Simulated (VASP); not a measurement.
A run of VASP 6.6.1 is set up as follows.

The input INCAR:

```
SYSTEM = C
PREC = Accurate
ENCUT = 520
EDIFF = 1E-6
ISMEAR = -1
SIGMA = 0.03
LREAL = .False.
LASPH = .True.
NELM = 100
ALGO = Normal
ISIF = 2
LWAVE = .False.
LCHARG = .False.
GGA = PE
NBANDS = 11
```

The input KPOINTS:

```
Automatic mesh
0
Gamma
  17 17 17
  0 0 0
```

Contents of POSCAR:

```
C
1.0
    1.2280263465      0.7090013417      3.3470108394
   -1.2280263465      0.7090013417      3.3470108394
    0.0000000000     -1.4180026834      3.3470108394
C
2
Direct
    0.1640000000      0.1640000000      0.1640000000
    0.8360000000      0.8360000000      0.8360000000
```

Potentials or basis: VASP PAW PBE potentials, release 64 (C).

Launch:

```sh
$ cat potpaw_PBE.64/C/POTCAR > POTCAR
$ mpirun -np 1 vasp_std > vasp.out
```

(1) Estimate the band gap on the k mesh.

(2) What does it give for the pressure?

## Answers

(1) 0.39 eV, direct.

(2) 4.8 GPa.

Caveat: an odd mesh through Γ misses points on the zone boundary, where band edges often lie.
